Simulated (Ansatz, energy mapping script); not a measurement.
**Spin model of MnH2O2 monolayer from collinear orders**

Wanted: the magnetic order of MnH2O2 monolayer, its couplings and an estimate of its ordering temperature, by PBE+U (4 eV).

Program: Ansatz 0.2.0. Level of theory: PBE with U = 4 eV on Mn d, ortho-atomic projectors; plane waves, U on orthogonalised atomic orbitals unless named otherwise, collinear spin, no spin–orbit coupling. Results are calculated unless marked as measured.

This is a report of a sequence of runs, with most program output left out.

## (1) Starting point

The cell holds 5 atoms: 1 Mn, 2 O and 2 H. Its edges and angles: a = 3.250 Å, b = 3.250 Å, c = 18.996 Å, α = 90.0°, β = 90.0°, γ = 120.0°. It derives from MnH2O2. one layer cut from the bulk crystal, unrelaxed, 15 A of vacuum. Vacuum lies along c.

The U corrects the self-interaction that lets semilocal functionals spread d and f electrons too far. Its value here is typed, not computed.

## (2) A first run with parallel moments

One run in the crystal's own cell, under PBE with U = 3.6 eV on Mn d, ortho-atomic projectors, shows which elements keep a moment. Transition or f elements with 0.3 μB or more enter the spin model; moments induced on other atoms do not.

input.yaml reads:

```yaml
crystal:
  lattice:
    - [3.250000253, 0.0, 0.0]
    - [-1.625000126, 2.814582781, 0.0]
    - [0.0, 0.0, 18.99616]
  atoms:
    - { symbol: Mn, position: [0.0, 0.0, 0.5], spin: 4.5 }
    - { symbol: O, position: [0.666666667, 0.333333333, 0.553299] }
    - { symbol: O, position: [0.333333333, 0.666666667, 0.446701] }
    - { symbol: H, position: [0.333333333, 0.666666667, 0.394817] }
    - { symbol: H, position: [0.666666667, 0.333333333, 0.605183] }
magnetization:
  spin_polarized: true
kpoints:
  mp_grid: { grid: [9, 9, 1] }
hamiltonian:
  xc: pbe
  hubbard:
    sites: [{ species: Mn, l: d, u_eff: 3.6 }]
    projectors: ortho-atomic
scf:
  occupations: { method: fermi_dirac, width: 0.05 }
output:
  eigenvalues: true
```

Run with:

```sh
ansatz run input.yaml --threads 4 --pin off --max-ram 8192MiB --backend cpu --events-out ev --progress --plain --runs-dir out
```

Wall time 2.4 s (4 threads of Arm Neoverse V1, shared host); peak memory 0.49 GiB; 8.1 s of CPU time.

Spin moment in the sphere by atom:

```
atom  spin moment in the sphere (μB)
 Mn1                            4.19
  O2                            0.03
  O3                            0.03
  H4                            0.00
  H5                            0.00
```

The run ends ferromagnetic; Mn carries the moments.

## (3) Seed run in the crystal's own cell

A corrected shell can settle in several orbital fillings. One parallel run, with an occupation width a fifth wider than the orders use, therefore is to supply the occupation matrices. All orders start from them.

Edit input.yaml of step 2 so:

```diff
@@ -18,6 +18,6 @@
   hubbard:
-    sites: [{ species: Mn, l: d, u_eff: 3.6 }]
+    sites: [{ species: Mn, l: d, u_eff: 4.0 }]
     projectors: ortho-atomic
 scf:
-  occupations: { method: fermi_dirac, width: 0.05 }
+  occupations: { method: fermi_dirac, width: 0.06 }
 output:
```

Run time: 2.2 s. Hardware: 4 threads; peak memory 0.48 GiB.

This step gave:

```
final state                       : ferromagnetic
electrons in the corrected shells : 5.251 e
largest moment                    : 4.198 μB
```

## (4) Run 1 (parallel; cell A, 10 atoms)

The parallel order is the zero of energy for this cell and mesh.

input.yaml reads:

```yaml
crystal:
  lattice:
    - [3.250000253, 0.0, 0.0]
    - [-3.250000252, 5.629165562, 0.0]
    - [0.0, 0.0, 18.99616]
  atoms:
    - { symbol: Mn, position: [0.0, 0.0, 0.5], spin: 4.5 }
    - { symbol: Mn, position: [0.0, 0.5, 0.5], spin: 4.5 }
    - { symbol: O, position: [0.666666667, 0.166666666, 0.553299] }
    - { symbol: O, position: [0.666666667, 0.666666667, 0.553299] }
    - { symbol: O, position: [0.333333333, 0.333333334, 0.446701] }
    - { symbol: O, position: [0.333333333, 0.833333333, 0.446701] }
    - { symbol: H, position: [0.333333333, 0.333333334, 0.394817] }
    - { symbol: H, position: [0.333333333, 0.833333333, 0.394817] }
    - { symbol: H, position: [0.666666667, 0.166666666, 0.605183] }
    - { symbol: H, position: [0.666666667, 0.666666667, 0.605183] }
magnetization:
  spin_polarized: true
kpoints:
  mp_grid: { grid: [10, 5, 1] }
hamiltonian:
  xc: pbe
  hubbard:
    sites:
      - { species: Mn, l: d, u_eff: 4.0 }
      - { site: 0, l: d, u_eff: 4.0, starting_ns: [{ spin: up, occupation_matrix: mn1_major }, { spin: down, occupation_matrix: mn1_minor }] }
      - { site: 1, l: d, u_eff: 4.0, starting_ns: [{ spin: up, occupation_matrix: mn1_major }, { spin: down, occupation_matrix: mn1_minor }] }
    projectors: ortho-atomic
    occupation_matrices:
      mn1_major:
        matrix:
          - [0.996, 0.0, 0.0, 0.0, 0.0]
          - [0.0, 0.996, 0.0, 0.0, 0.004]
          - [0.0, 0.0, 0.996, 0.004, 0.0]
          - [0.0, 0.0, 0.004, 0.993, 0.0]
          - [0.0, 0.004, 0.0, 0.0, 0.993]
      mn1_minor:
        matrix:
          - [0.014, 0.0, 0.0, 0.0, 0.0]
          - [0.0, 0.074, 0.0, 0.0, -0.038]
          - [0.0, 0.0, 0.074, -0.038, 0.0]
          - [0.0, 0.0, -0.038, 0.058, 0.0]
          - [0.0, -0.038, 0.0, 0.0, 0.058]
scf:
  occupations: { method: fermi_dirac, width: 0.05 }
output:
  eigenvalues: true
  write_density: true
  write_potential: true
  elf: true
  volumetric_format: npy
```

Wall time 14 s (4 threads); peak memory 1.2 GiB.

Spin moment in the sphere by atom:

```
atom  spin moment in the sphere (μB)
 Mn1                            4.20
 Mn2                            4.20
  O3                            0.03
  O4                            0.03
  O5                            0.03
  O6                            0.03
  H7                            0.00
  H8                            0.00
  H9                            0.00
 H10                            0.00
```

The run ends ferromagnetic.

Spin density in the cb plane at fractional x = 0.333, with atoms of O and H within 0.2 Å of it.

Values in units of 1e-2 e/Å³, 8 rows by 16 columns, each cell a mean:
```
0.0 0.0 0.0 0.0 0.0 0.2 0.8 2.7 2.0 0.2 0.1 0.0 0.0 0.0 0.0 0.0
0.0 0.0 0.0 0.0 0.0 0.2 1.4 4.4 0.7 0.2 0.1 0.0 0.0 0.0 0.0 0.0
0.0 0.0 0.0 0.0 0.0 0.1 0.4 4.1 5.5 0.4 0.1 0.0 0.0 0.0 0.0 0.0
0.0 0.0 0.0 0.0 0.0 0.1 0.4 7.6 8.9 0.5 0.1 0.0 0.0 0.0 0.0 0.0
0.0 0.0 0.0 0.0 0.0 0.2 0.9 2.8 2.0 0.2 0.1 0.0 0.0 0.0 0.0 0.0
0.0 0.0 0.0 0.0 0.0 0.2 1.4 4.3 0.7 0.2 0.1 0.0 0.0 0.0 0.0 0.0
0.0 0.0 0.0 0.0 0.0 0.1 0.4 4.1 5.5 0.4 0.1 0.0 0.0 0.0 0.0 0.0
0.0 0.0 0.0 0.0 0.0 0.1 0.4 7.7 9.0 0.5 0.1 0.0 0.0 0.0 0.0 0.0
```
Columns run along c (19.0 Å), rows up along b (6.5 Å). Atoms in or near the plane, at fractional coordinates: O at (0.45, 0.33), O at (0.45, 0.83), H at (0.39, 0.33), H at (0.39, 0.83).

ELF in the cb plane at fractional x = 0.333, with atoms of O and H within 0.2 Å of it. It is the smooth field of the valence electrons, not physical close to the nuclei.

Ten even steps from '0' (0.00) to '9' (0.97), each cell a mean:
```
00000000000000014557730111000000000000000000
00000000000000158986761000000000000000000000
00000000000000169984672000000000000000000000
00000000000000037777851010000000000000000000
00000000000000001245410132100000000000000000
00000000000000000001111254321000000000000000
00000000000000000001111254321000000000000000
00000000000000001235410133100000000000000000
00000000000000036777851000000000000000000000
00000000000000169984672000000000000000000000
00000000000000158986761000000000000000000000
00000000000000024557730121000000000000000000
00000000000000000123211144210000000000000000
00000000000000000000011255321000000000000000
00000000000000000012111144210000000000000000
```
Columns run along c (19.0 Å), rows up along b (6.5 Å). Atoms in or near the plane, at fractional coordinates: O at (0.45, 0.33), O at (0.45, 0.83), H at (0.39, 0.33), H at (0.39, 0.83).

## (5) Run 2 (compensated +−; cell A, 10 atoms)

This order reverses 4 of the 6 neighbours at 3.25 Å, 4 of the 6 neighbours at 5.63 Å and 0 of the 6 neighbours at 6.50 Å, counted for an average magnetic atom.

Edit input.yaml of step 4 so:

```diff
@@ -7,3 +7,3 @@
     - { symbol: Mn, position: [0.0, 0.0, 0.5], spin: 4.5 }
-    - { symbol: Mn, position: [0.0, 0.5, 0.5], spin: 4.5 }
+    - { symbol: Mn, position: [0.0, 0.5, 0.5], spin: -4.5 }
     - { symbol: O, position: [0.666666667, 0.166666666, 0.553299] }
@@ -26,3 +26,3 @@
       - { site: 0, l: d, u_eff: 4.0, starting_ns: [{ spin: up, occupation_matrix: mn1_major }, { spin: down, occupation_matrix: mn1_minor }] }
-      - { site: 1, l: d, u_eff: 4.0, starting_ns: [{ spin: up, occupation_matrix: mn1_major }, { spin: down, occupation_matrix: mn1_minor }] }
+      - { site: 1, l: d, u_eff: 4.0, starting_ns: [{ spin: up, occupation_matrix: mn1_minor }, { spin: down, occupation_matrix: mn1_major }] }
     projectors: ortho-atomic
```

Elapsed: 14 s, on 4 threads; peak memory 1.2 GiB.

Spin moment in the sphere by atom:

```
atom  spin moment in the sphere (μB)
 Mn1                            4.19
 Mn2                           -4.19
  O3                            0.01
  O4                           -0.01
  O5                           -0.01
  O6                            0.01
  H7                            0.00
  H8                            0.00
  H9                            0.00
 H10                            0.00
```

The run ends antiferromagnetic, 8.87 meV a magnetic atom below the parallel order of its cell.

Spin density in the cb plane at fractional x = 0.333, with atoms of O and H within 0.2 Å of it.

Ten even steps from '0' (-0.18 e/Å³) to '9' (0.19 e/Å³), each cell a mean:
```
44444444444444444444456544444444444444444444
44444444444444444446545544444444444444444444
44444444444444444445544444444444444444444444
44444444444444444444544444444444444444444444
44444444444444444444432344444444444444444444
44444444444444444444300244444444444444444444
44444444444444444444300244444444444444444444
44444444444444444444432344444444444444444444
44444444444444444444444444444444444444444444
44444444444444444443344444444444444444444444
44444444444444444445445444444444444444444444
44444444444444444444455554444444444444444444
44444444444444444444578654444444444444444444
44444444444444444445699654444444444444444444
44444444444444444445578654444444444444444444
```
Columns run along c (19.0 Å), rows up along b (6.5 Å). Atoms in or near the plane, at fractional coordinates: O at (0.45, 0.33), O at (0.45, 0.83), H at (0.39, 0.33), H at (0.39, 0.83).

ELF in the cb plane at fractional x = 0.333, with atoms of O and H within 0.2 Å of it. It is the smooth field of the valence electrons, not physical close to the nuclei.

Ten even steps from '0' (0.00) to '9' (0.97), each cell a mean:
```
00000000000000014557730111000000000000000000
00000000000000158986761000000000000000000000
00000000000000169984672000000000000000000000
00000000000000037777851010000000000000000000
00000000000000001245410132100000000000000000
00000000000000000001111254321000000000000000
00000000000000000001111254321000000000000000
00000000000000001235410133100000000000000000
00000000000000036777851000000000000000000000
00000000000000169984672000000000000000000000
00000000000000158986761000000000000000000000
00000000000000014557730121000000000000000000
00000000000000000123211144210000000000000000
00000000000000000000011255321000000000000000
00000000000000000012111144210000000000000000
```
Columns run along c (19.0 Å), rows up along b (6.5 Å). Atoms in or near the plane, at fractional coordinates: O at (0.45, 0.33), O at (0.45, 0.83), H at (0.39, 0.33), H at (0.39, 0.83).

## (6) Another try at this order

The input is changed once more, to see how this run answers a poor choice.

Edit input.yaml of step 5 so:

```diff
@@ -45,7 +45,5 @@
   occupations: { method: fermi_dirac, width: 0.05 }
+  max_iter: 100
 output:
   eigenvalues: true
-  write_density: true
-  write_potential: true
-  elf: true
-  volumetric_format: npy
+ENCUT: 0.3
```

Elapsed: 0.02 s, on 4 threads; peak memory 0.024 GiB.

The input was rejected at the start.

The program's message: “Error: YAML parse error: error: line 49 column 1: unknown field `ENCUT`, expected one of crystal, accuracy, basis, kpoints, hamiltonian, magnetization, projection, total_charge, correlation, batch, ef …”

The change that led to it: ENCUT = 0.3.

## (7) Run 3 (parallel; cell B, 15 atoms)

A new cell needs its own zero of energy.

input.yaml reads:

```yaml
crystal:
  lattice:
    - [3.250000253, 0.0, 0.0]
    - [-4.875000378, 8.443748343, 0.0]
    - [0.0, 0.0, 18.99616]
  atoms:
    - { symbol: Mn, position: [0.0, 0.0, 0.5], spin: 4.5 }
    - { symbol: Mn, position: [0.0, 0.333333333, 0.5], spin: 4.5 }
    - { symbol: Mn, position: [0.0, 0.666666667, 0.5], spin: 4.5 }
    - { symbol: O, position: [0.666666667, 0.111111111, 0.553299] }
    - { symbol: O, position: [0.666666667, 0.444444444, 0.553299] }
    - { symbol: O, position: [0.666666667, 0.777777778, 0.553299] }
    - { symbol: O, position: [0.333333333, 0.222222222, 0.446701] }
    - { symbol: O, position: [0.333333333, 0.555555556, 0.446701] }
    - { symbol: O, position: [0.333333333, 0.888888889, 0.446701] }
    - { symbol: H, position: [0.333333333, 0.222222222, 0.394817] }
    - { symbol: H, position: [0.333333333, 0.555555556, 0.394817] }
    - { symbol: H, position: [0.333333333, 0.888888889, 0.394817] }
    - { symbol: H, position: [0.666666667, 0.111111111, 0.605183] }
    - { symbol: H, position: [0.666666667, 0.444444444, 0.605183] }
    - { symbol: H, position: [0.666666667, 0.777777778, 0.605183] }
magnetization:
  spin_polarized: true
kpoints:
  mp_grid: { grid: [9, 3, 1] }
hamiltonian:
  xc: pbe
  hubbard:
    sites:
      - { species: Mn, l: d, u_eff: 4.0 }
      - { site: 0, l: d, u_eff: 4.0, starting_ns: [{ spin: up, occupation_matrix: mn1_major }, { spin: down, occupation_matrix: mn1_minor }] }
      - { site: 1, l: d, u_eff: 4.0, starting_ns: [{ spin: up, occupation_matrix: mn1_major }, { spin: down, occupation_matrix: mn1_minor }] }
      - { site: 2, l: d, u_eff: 4.0, starting_ns: [{ spin: up, occupation_matrix: mn1_major }, { spin: down, occupation_matrix: mn1_minor }] }
    projectors: ortho-atomic
    occupation_matrices:
      mn1_major:
        matrix:
          - [0.996, 0.0, 0.0, 0.0, 0.0]
          - [0.0, 0.996, 0.0, 0.0, 0.004]
          - [0.0, 0.0, 0.996, 0.004, 0.0]
          - [0.0, 0.0, 0.004, 0.993, 0.0]
          - [0.0, 0.004, 0.0, 0.0, 0.993]
      mn1_minor:
        matrix:
          - [0.014, 0.0, 0.0, 0.0, 0.0]
          - [0.0, 0.074, 0.0, 0.0, -0.038]
          - [0.0, 0.0, 0.074, -0.038, 0.0]
          - [0.0, 0.0, -0.038, 0.058, 0.0]
          - [0.0, -0.038, 0.0, 0.0, 0.058]
scf:
  occupations: { method: fermi_dirac, width: 0.05 }
output:
  eigenvalues: true
```

The job ended after 19 s (4 threads; peak memory 1.5 GiB; 70 s of CPU time).

The run ends ferromagnetic. For each magnetic atom its energy differs from the parallel run of the first cell by 0.11 meV, an error that one common reference would have brought in.

## (8) Uncompensated ++− start in cell B (15 atoms)

This order reverses 2.67 of the 6 neighbours at 3.25 Å, 4 of the 6 neighbours at 5.63 Å and 2.67 of the 6 neighbours at 6.50 Å, counted for an average magnetic atom.

Edit input.yaml of step 7 so:

```diff
@@ -8,3 +8,3 @@
     - { symbol: Mn, position: [0.0, 0.333333333, 0.5], spin: 4.5 }
-    - { symbol: Mn, position: [0.0, 0.666666667, 0.5], spin: 4.5 }
+    - { symbol: Mn, position: [0.0, 0.666666667, 0.5], spin: -4.5 }
     - { symbol: O, position: [0.666666667, 0.111111111, 0.553299] }
@@ -32,3 +32,3 @@
       - { site: 1, l: d, u_eff: 4.0, starting_ns: [{ spin: up, occupation_matrix: mn1_major }, { spin: down, occupation_matrix: mn1_minor }] }
-      - { site: 2, l: d, u_eff: 4.0, starting_ns: [{ spin: up, occupation_matrix: mn1_major }, { spin: down, occupation_matrix: mn1_minor }] }
+      - { site: 2, l: d, u_eff: 4.0, starting_ns: [{ spin: up, occupation_matrix: mn1_minor }, { spin: down, occupation_matrix: mn1_major }] }
     projectors: ortho-atomic
```

The job ended after 18 s (4 threads; peak memory 1.5 GiB).

The run ends ferrimagnetic, 7.10 meV a magnetic atom below the parallel order of its cell.

## (9) Order 5: parallel, cell C of 15 atoms

This run holds the same structure in another cell (a 3.250 → 5.629 Å, γ 120.0 → 30.0°).

input.yaml reads:

```yaml
crystal:
  lattice:
    - [1.0e-09, 5.629165562, 0.0]
    - [-4.875000378, 8.443748343, 0.0]
    - [0.0, 0.0, 18.99616]
  atoms:
    - { symbol: Mn, position: [0.0, 0.0, 0.5], spin: 4.5 }
    - { symbol: Mn, position: [0.0, 0.333333333, 0.5], spin: 4.5 }
    - { symbol: Mn, position: [0.0, 0.666666667, 0.5], spin: 4.5 }
    - { symbol: O, position: [0.666666667, 0.666666666, 0.553299] }
    - { symbol: O, position: [0.666666667, 0.0, 0.553299] }
    - { symbol: O, position: [0.666666667, 0.333333333, 0.553299] }
    - { symbol: O, position: [0.333333333, 0.0, 0.446701] }
    - { symbol: O, position: [0.333333333, 0.333333334, 0.446701] }
    - { symbol: O, position: [0.333333333, 0.666666667, 0.446701] }
    - { symbol: H, position: [0.333333333, 0.0, 0.394817] }
    - { symbol: H, position: [0.333333333, 0.333333334, 0.394817] }
    - { symbol: H, position: [0.333333333, 0.666666667, 0.394817] }
    - { symbol: H, position: [0.666666667, 0.666666666, 0.605183] }
    - { symbol: H, position: [0.666666667, 0.0, 0.605183] }
    - { symbol: H, position: [0.666666667, 0.333333333, 0.605183] }
magnetization:
  spin_polarized: true
kpoints:
  mp_grid: { grid: [9, 9, 1] }
hamiltonian:
  xc: pbe
  hubbard:
    sites:
      - { species: Mn, l: d, u_eff: 4.0 }
      - { site: 0, l: d, u_eff: 4.0, starting_ns: [{ spin: up, occupation_matrix: mn1_major }, { spin: down, occupation_matrix: mn1_minor }] }
      - { site: 1, l: d, u_eff: 4.0, starting_ns: [{ spin: up, occupation_matrix: mn1_major }, { spin: down, occupation_matrix: mn1_minor }] }
      - { site: 2, l: d, u_eff: 4.0, starting_ns: [{ spin: up, occupation_matrix: mn1_major }, { spin: down, occupation_matrix: mn1_minor }] }
    projectors: ortho-atomic
    occupation_matrices:
      mn1_major:
        matrix:
          - [0.996, 0.0, 0.0, 0.0, 0.0]
          - [0.0, 0.996, 0.0, 0.0, 0.004]
          - [0.0, 0.0, 0.996, 0.004, 0.0]
          - [0.0, 0.0, 0.004, 0.993, 0.0]
          - [0.0, 0.004, 0.0, 0.0, 0.993]
      mn1_minor:
        matrix:
          - [0.014, 0.0, 0.0, 0.0, 0.0]
          - [0.0, 0.074, 0.0, 0.0, -0.038]
          - [0.0, 0.0, 0.074, -0.038, 0.0]
          - [0.0, 0.0, -0.038, 0.058, 0.0]
          - [0.0, -0.038, 0.0, 0.0, 0.058]
scf:
  occupations: { method: fermi_dirac, width: 0.05 }
output:
  eigenvalues: true
```

The job ended after 23 s (4 threads; peak memory 1.7 GiB; 84 s of CPU time).

The run ends ferromagnetic. For each magnetic atom its energy differs from the parallel run of the first cell by -0.03 meV, an error that one common reference would have brought in.

## (10) Run 6 (uncompensated ++−; cell C, 15 atoms)

This order reverses 4 of the 6 neighbours at 3.25 Å, 0 of the 6 neighbours at 5.63 Å and 4 of the 6 neighbours at 6.50 Å, counted for an average magnetic atom.

Edit input.yaml of step 9 so:

```diff
@@ -8,3 +8,3 @@
     - { symbol: Mn, position: [0.0, 0.333333333, 0.5], spin: 4.5 }
-    - { symbol: Mn, position: [0.0, 0.666666667, 0.5], spin: 4.5 }
+    - { symbol: Mn, position: [0.0, 0.666666667, 0.5], spin: -4.5 }
     - { symbol: O, position: [0.666666667, 0.666666666, 0.553299] }
@@ -32,3 +32,3 @@
       - { site: 1, l: d, u_eff: 4.0, starting_ns: [{ spin: up, occupation_matrix: mn1_major }, { spin: down, occupation_matrix: mn1_minor }] }
-      - { site: 2, l: d, u_eff: 4.0, starting_ns: [{ spin: up, occupation_matrix: mn1_major }, { spin: down, occupation_matrix: mn1_minor }] }
+      - { site: 2, l: d, u_eff: 4.0, starting_ns: [{ spin: up, occupation_matrix: mn1_minor }, { spin: down, occupation_matrix: mn1_major }] }
     projectors: ortho-atomic
```

Wall time 22 s (4 threads); peak memory 1.7 GiB.

The run ends ferrimagnetic, 10.39 meV a magnetic atom below the parallel order of its cell.

(Part 1 of 2 ends here.)

[Logs and program files are shortened in this print: banners, set-up blocks, solver, clock and traceback lines can be left out without a mark of their own.]

[Logs are printed without paths, hosts, clocks, repeated set-up lines and the standing remarks that a program may print on its own settings, such as how far it seeks lower states.]

[Hosts, paths, dates, database ids (printed as entryN), source tags and the programs' standing remarks are cut or masked in the printed files.]

[Where a cell is said to come from a database of computed structures, the database is the Materials Project.]
